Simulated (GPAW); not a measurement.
Al:

```
Al
1.0
     0.00000    2.02481    2.02481
     2.02481    0.00000    2.02481
     2.02481    2.02481    0.00000
Al
1
Direct
  0.00000 0.00000 0.00000
```

Program: GPAW 26.7.0. Alike in all runs: task band structure; no spin polarisation; cell as given; k mesh 11 × 11 × 11; smearing fermi-dirac 0.05 eV. Hardware: 1 thread of Arm Neoverse V2, on a shared host.

Question: Order these runs on this cell by their wall time, lowest first.
A. level LDA; potentials or basis the program's PAW data sets (release 1.2.1) made for this functional, pw; cutoff (eV) 600
B. level PBE; potentials or basis GPAW PAW data sets (gpaw-data 1.2.1), lcao:dzp; grid spacing 0.18 Å
C. level r2SCAN; potentials or basis GPAW PAW data sets (gpaw-data 1.2.1), pw; cutoff (eV) 600

Answer: A (9.1 s), C (31 s), B (100 s).
